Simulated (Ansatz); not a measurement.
**KF: from a migration barrier to a jump rate**

Method: Ansatz 0.2.0, DFT PBE, scalar-relativistic, plane waves, PAW. The runs took a 420 eV cutoff, a Γ-centred 4×4×4 mesh and Gaussian smearing (0.05 eV). No spin polarisation.

In a supercell of 16 sites an atom of K jumps into a neighbouring K vacancy, a = 3.83 Å from site to site in the perfect crystal, with a cell charge of -1 (uniform background, no finite-size correction). The half-way point, relaxed in its symmetry, lies 0.660 eV above the relaxed vacancy. Take it as the barrier; the order of the saddle wasn't checked, and the cell is small.

Question: With an assumed attempt frequency of 10¹³ s⁻¹, how often does the jump happen, and how fast does the vacancy diffuse?

Answer: Transition-state theory gives Γ = ν exp(−E/k_BT), and one such jump direction contributes Γa²/6 to the vacancy's diffusion coefficient averaged over directions:

| T (K) | E/k_BT | Γ (1/s) | Γa²/6 (cm²/s) |
| --- | --- | --- | --- |
| 300 | 25.5 | 8.1 × 10^1 | 2.0 × 10^-14 |
| 600 | 12.8 | 2.8 × 10^7 | 7.0 × 10^-9 |
| 1000 | 7.7 | 4.7 × 10^9 | 1.2 × 10^-6 |
| 1500 | 5.1 | 6.0 × 10^10 | 1.5 × 10^-5 |

The rate reaches one jump a second at T = E/(k_B ln 10¹³) = 256 K. The number of equivalent jumps multiplies D if they link up through the crystal; a hop between two sites alone gives no long-range diffusion, which then waits on a higher barrier. In either case the atoms' own diffusion carries the vacancy concentration and a correlation factor besides. Rows above the melting point are formal, and so are rows where E/k_BT falls under about 3, since the theory needs rare jumps.

Question: How much does an error of 0.1 eV in the barrier matter?

Answer: It multiplies the rate by exp(0.1 eV/k_BT): 48 at 300 K and 3.2 at 1000 K, more than the usual doubt about ν at low temperature.

Cost: 2 runs of about 7.3 core-minutes in all, on Arm Neoverse N1 (shared hosts).